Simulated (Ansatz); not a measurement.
**How far is this Si4C from the hull?**

Method: Ansatz 0.2.0, DFT PBE, scalar-relativistic, plane waves, PAW. All cells share a 420 eV cutoff and Γ-centred k meshes spaced at most about 0.3 Å⁻¹ (about 0.25 or finer for metals, 2π included). No spin polarisation.

Energies over the elements count from the elements' standard structures at the same level, with no fitted energy shifts.

These are static total energies at zero pressure. The reference form of C is held partly by dispersion forces, which this level lacks.

The competitors are the elements and 1 reference phase of this chemical system (from databases or known types: SiC), relaxed at the same level; other known phases may be missing.

The candidate was reached from: random cell.

```cif
data_structure
_symmetry_space_group_name_H-M 'R-3m:H'
_symmetry_Int_Tables_number 166
_cell_length_a 5.2659
_cell_length_b 5.2659
_cell_length_c 8.2084
_cell_angle_alpha 90.000
_cell_angle_beta 90.000
_cell_angle_gamma 120.000
_cell_volume 197.12
loop_
_atom_site_label
_atom_site_type_symbol
_atom_site_symmetry_multiplicity
_atom_site_Wyckoff_symbol
_atom_site_fract_x
_atom_site_fract_y
_atom_site_fract_z
_atom_site_occupancy
Si1 Si 3 b 0.33333 0.66667 0.16667 1
Si2 Si 9 d 0.16667 0.33333 0.83333 1
C1 C 3 a 0.00000 0.00000 0.00000 1
```

The lowest competing mixture at this composition:

| phase | space group | source | share of atoms | ΔE_f (eV/atom) |
| --- | --- | --- | --- | --- |
| Si | - | element | 0.6000 | -0.0007 |
| SiC | P6_3mc (No. 186) | Materials Project | 0.4000 | -0.204 |

The lowest database cell of Si (-0.0007) lies slightly below the reference, hence the non-zero entry.

**Question.** What are the hull's energy here, the candidate's formation energy and its margin?

**Answer.** The hull lies at -0.082 eV/atom, the weighted sum of the last column. The candidate has 0.870 eV/atom, which is 0.95 eV/atom above it. The candidate matches no cell in the subsets of the Crystallography Open Database and the Materials Project at hand. A phase this far over the hull is unlikely to be made.
